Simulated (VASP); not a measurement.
# Cu (Fm-3m) in VASP: further runs, part 2 of 2

VASP 6.6.1.

## Step 5: Relaxation of the atoms, PBE (a relaxed cell with its volume scaled by 1.06)

The input, INCAR:

```
PREC = Accurate ; ENCUT = 300
EDIFF = 1E-7 ; ISMEAR = 1
SIGMA = 0.1 ; LREAL = F
LASPH = T ; NELM = 80
ALGO = Normal ; ISIF = 2
LWAVE = F ; LCHARG = F
GGA = PE ; IBRION = 2
NSW = 40 ; EDIFFG = -0.01
```

The input, KPOINTS:

```
regular mesh
0
Gamma
  9 9 9
```

The input, POSCAR:

```
Cu                                      
1.0
    0.0000000000      1.8412520328      1.8412520328
    1.8412520328      0.0000000000      1.8412520328
    1.8412520328      1.8412520328      0.0000000000
  Cu            
     1
Direct
     0.0000000000000000    0.0000000000000000    0.0000000000000000
```

Potentials or basis: VASP PAW PBE potentials, release 64 (Cu).

The run is started by

```
> cat potpaw_PBE.64/Cu/POTCAR > POTCAR
> mpirun -np 1 vasp_std > vasp.out
```

OUTCAR:

```text
PREC = Accurate
   ENCUT = 300
   EDIFF = 1E-7
   ISMEAR = 1
   LREAL = F
   LASPH = T
   NELM = 80
   ISIF = 2
   GGA = PE
   IBRION = 2
   NSW = 40
   EDIFFG = -0.01

 ion  position               nearest neighbor table
   1  0.000  0.000  0.000-

  LATTYP: Found a face centered cubic cell.
 ALAT       =     3.6825040656

  Lattice vectors:

 A1 = (   0.0000000000,   1.8412520328,   1.8412520328)
 A2 = (   1.8412520328,   0.0000000000,   1.8412520328)
 A3 = (   1.8412520328,   1.8412520328,   0.0000000000)

Analysis of symmetry for initial positions (statically):
=====================================================================
 Subroutine PRICEL returns:
 Original cell was already a primitive cell.

 Routine SETGRP: Setting up the symmetry group for a
 face centered cubic supercell.

 Subroutine GETGRP returns: Found 48 space group operations
 (whereof 48 operations were pure point group operations)
 out of a pool of 48 trial point group operations.

The static configuration has the point symmetry O_h .

Analysis of symmetry for dynamics (positions and initial velocities):
=====================================================================
[... 159 lines left out ...]

 val. band max:        6.8018747631   @ k =   0.4444   0.3333   0.0000
 cond. band min:       7.1711658843   @ k =  -0.4444   0.1111   0.0000
 fundamental gap:      0.3692911212
 Fermi energy:         7.1070648756

 k-point     1 :       0.0000    0.0000    0.0000
  band No.  band energies     occupation
      1      -2.0195      2.00000
      2       4.0603      2.00000
      3       4.0603      2.00000
      4       4.0603      2.00000
      5       4.8135      2.00000
      6       4.8135      2.00000
      7      29.0688      0.00000
      8      31.2820      0.00000
      9      31.2820      0.00000
[... 265 lines left out ...]
 k-point    24 :       0.4444    0.4444    0.0000
  band No.  band energies     occupation
      1       2.3526      2.00000
      2       2.8195      2.00000
      3       5.3024      2.00000
      4       5.4110      2.00000
      5       5.4110      2.00000
      6       7.6064     -0.00000
      7      14.7932      0.00000
      8      19.7841      0.00000
      9      19.7841      0.00000

 [... further k-points ...]
[... 5 lines left out ...]
  --------------------------------------------------------------------------------------
  -------------------------------------------------------------------------------------
  Total       -0.5943540     -0.5943540     -0.5943540     -0.0000000      0.0000000      0.0000000
  in kB      -76.2756743    -76.2756743    -76.2756743     -0.0000000      0.0000000      0.0000000
  external PRESSURE =     -76.2756743 kB  Pullay stress =       0.0000000 kB

 VOLUME and BASIS-vectors are now :
 -----------------------------------------------------------------------------
  energy-cutoff  :      300.00
  volume of cell :       12.48
      direct lattice vectors                 reciprocal lattice vectors
     0.000000000  1.841252033  1.841252033    -0.271554351  0.271554351  0.271554351
     1.841252033  0.000000000  1.841252033     0.271554351 -0.271554351  0.271554351
     1.841252033  1.841252033  0.000000000     0.271554351  0.271554351 -0.271554351

 POSITION                                       TOTAL-FORCE (eV/Angst)
 -----------------------------------------------------------------------------------
      0.00000      0.00000      0.00000         0.000000      0.000000      0.000000
 -----------------------------------------------------------------------------------
    total drift:                                0.000000      0.000000      0.000000

  FREE ENERGIE OF THE ION-ELECTRON SYSTEM (eV)
  ---------------------------------------------------
  free  energy   TOTEN  =        -3.7343251257 eV

  energy  without entropy=       -3.7342168841  energy(sigma->0) =       -3.73428905

 reached required accuracy - stopping structural energy minimisation
```

OSZICAR:

```text
N       E                     dE             d eps       ncg     rms          rms(c)
DAV:   1     0.278586107222E+02    0.27859E+02   -0.40851E+03   630   0.130E+03
DAV:   2    -0.435337206661E+01   -0.32212E+02   -0.30686E+02   630   0.167E+02
DAV:   3    -0.460472269682E+01   -0.25135E+00   -0.25101E+00   814   0.204E+01
DAV:   4    -0.460627505294E+01   -0.15524E-02   -0.15523E-02   779   0.147E+00
DAV:   5    -0.460629247901E+01   -0.17426E-04   -0.17425E-04   743   0.128E-01    0.759E+00
DAV:   6    -0.415542211163E+01    0.45087E+00   -0.17933E+01   661   0.903E+01    0.421E+00
DAV:   7    -0.374414478241E+01    0.41128E+00   -0.28803E+00   666   0.362E+01    0.479E-01
DAV:   8    -0.373676599526E+01    0.73788E-02   -0.10163E-02   739   0.211E+00    0.374E-01
DAV:   9    -0.373432759140E+01    0.24384E-02   -0.18160E-02   692   0.270E+00    0.340E-02
DAV:  10    -0.373432571305E+01    0.18784E-05   -0.75192E-05   963   0.169E-01    0.729E-03
DAV:  11    -0.373432514344E+01    0.56961E-06   -0.39339E-07   724   0.732E-03    0.594E-04
DAV:  12    -0.373432512569E+01    0.17750E-07   -0.42120E-08   441   0.388E-03
   1 F= -.37343251E+01 E0= -.37342890E+01  d E =-.373433E+01
```

CONTCAR:

```text
Cu
   1.00000000000000
     0.0000000000000000    1.8412520327999999    1.8412520327999999
     1.8412520327999999    0.0000000000000000    1.8412520327999999
     1.8412520327999999    1.8412520327999999    0.0000000000000000
  Cu
     1
Direct
     0.0000000000000000    0.0000000000000000    0.0000000000000000

  0.00000000E+00  0.00000000E+00  0.00000000E+00
```

It took 2.7 s on 1 thread of Intel Xeon Platinum 8488C (Sapphire Rapids), shared host; peak memory 0.11 GiB.

Results:

| Property | Result |
| --- | --- |
| Free energy | -3.7343 eV |
| Band gap on the k mesh | none (metal or under the smearing width) |

Final structure:
```
Cu
1.0
     0.00000    1.84125    1.84125
     1.84125    0.00000    1.84125
     1.84125    1.84125    0.00000
Cu
1
Direct
  0.00000 0.00000 0.00000
```

Caveat: the cutoff is under 1.25 times the usual one of these potentials, so pressure, stress and relaxed cells hold a basis-set (Pulay) error; the relaxation stopped at its first step, so nothing moved.

## Step 6: Relaxation of cell and atoms, LDA, target pressure 21.1 GPa, at which the enthalpy is minimised

This run uses another cell than the first one, of 11.81 Å³/atom, 1.003 times its volume.

The input, INCAR:

```
PREC     = Accurate       # precision mode
ENCUT    = 600            # plane-wave cutoff, eV
EDIFF    = 1E-6           # SCF threshold, eV
ISMEAR   = 1              # smearing method
SIGMA    = 0.1            # smearing width, eV
LREAL    = False          # projectors in reciprocal space
LASPH    = True           # aspherical terms in the spheres
NELM     = 80             # most SCF steps
ALGO     = Normal         # electronic algorithm
ISIF     = 3              # what is computed and relaxed
LWAVE    = False          # write WAVECAR
LCHARG   = False          # write CHGCAR
GGA      = CA             # functional
IBRION   = 2              # ionic algorithm
NSW      = 90             # ionic steps
EDIFFG   = -0.01          # ionic threshold
PSTRESS  = 211.0
```

The input, KPOINTS:

```
regular mesh
0
Gamma
  18 18 18
```

The input, POSCAR:

```
Cu
1.0
    0.0000000000      1.8075000000      1.8075000000
    1.8075000000      0.0000000000      1.8075000000
    1.8075000000      1.8075000000      0.0000000000
Cu
1
Direct
    0.0000000000      0.0000000000      0.0000000000
```

Potentials or basis: VASP PAW LDA potentials, release 64 (Cu).

The run is started by

```
> cat potpaw_LDA.64/Cu/POTCAR > POTCAR
> mpirun -np 1 vasp_std > vasp.out
```

Run time: 34 s. Hardware: 1 thread of Intel Xeon 6975P-C (Granite Rapids), shared host; peak memory 0.15 GiB.

It converged, with:

```
Free energy                                            : -4.6502 eV
Relaxed volume                                         : 9.98 Å³/atom
Relaxed cell                                           : a = 2.417 Å, b = 2.417 Å, c = 2.417 Å, α = 60.00°, β = 60.00°, γ = 60.00°
Space group after relaxing (to 0.05 Å)                 : Fm-3m (No. 225)
Energy change on relaxing (the enthalpy is what falls) : +24.0 meV/atom
Ionic steps                                            : 7
Pressure after relaxing                                : 21.1 GPa
Band gap on the k mesh                                 : none (metal or under the smearing width)
```

The path:
```csv
step,energy change (eV),largest force (eV/Å),pressure (GPa),volume (Å³)
1,0.0000,0.0000,-11.54,11.81
2,0.6969,0.0000,112.48,8.16
3,0.0138,0.0000,18.33,10.07
4,0.0229,0.0000,20.76,9.99
5,0.0275,0.0000,21.82,9.96
6,0.0199,0.0000,20.39,10.02
7,0.0240,0.0000,21.08,9.98
```

Final structure:
```
Cu
1.0
     0.00000    1.70912    1.70912
     1.70912    0.00000    1.70912
     1.70912    1.70912    0.00000
Cu
1
Direct
  0.00000 0.00000 0.00000
```

Levels at points of the mesh, in eV from the Fermi level:
```tsv
k point	band 4	band 5	band 6	band 7	band 8	band 9
(0.00, 0.00, 0.00)	-3.61	-2.52	-2.52	24.02	27.87	27.87
(0.50, 0.00, 0.00)	-1.78	-1.78	-1.46	4.70	22.46	24.69
(0.50, 0.50, 0.00)	-1.60	-1.60	1.40	8.42	14.40	14.40
```

Caveat: the cell is relaxed towards a set pressure, so the enthalpy falls and the energy may rise; the volume moved by over 15 % at a fixed basis, so the end points are rough.

## Step 7: The runs side by side

| task | level | potentials or basis | cell | k mesh | cutoff (eV) | target pressure | gap on the mesh (eV) |
| --- | --- | --- | --- | --- | --- | --- | --- |
| relaxation of the atoms | PBE | VASP PAW PBE potentials, release 64 (Cu) | atoms relaxed | 9 × 9 × 9 | 300 | - | none |
| relaxation of the atoms | PBE | VASP PAW PBE potentials, release 64 (Cu) | atoms relaxed from: a relaxed cell with its volume scaled by 1.02 | 9 × 9 × 9 | 300 | - | none |
| relaxation of the atoms | PBE | VASP PAW PBE potentials, release 64 (Cu) | atoms relaxed from: a relaxed cell with its volume scaled by 1.04 | 9 × 9 × 9 | 300 | - | none |
| relaxation of the atoms | PBE | VASP PAW PBE potentials, release 64 (Cu) | atoms relaxed from: a relaxed cell with its volume scaled by 1.06 | 9 × 9 × 9 | 300 | - | none |
| relaxation of cell and atoms | LDA | VASP PAW LDA potentials, release 64 (Cu) | relaxed to 21.1 GPa | 18 × 18 × 18 | 600 | 21.1 GPa | none |

Alike in all rows: no spin polarisation; smearing methfessel-paxton 0.1 eV.

Caveats: the cutoff is under 1.25 times the usual one of these potentials, so pressure, stress and relaxed cells hold a basis-set (Pulay) error (some runs); the relaxation stopped at its first step, so nothing moved (some runs); the cell is relaxed towards a set pressure, so the enthalpy falls and the energy may rise (some runs); the volume moved by over 15 % at a fixed basis, so the end points are rough (some runs).

Total energies depend on the potentials used, so only differences within one code and one set of settings carry meaning.
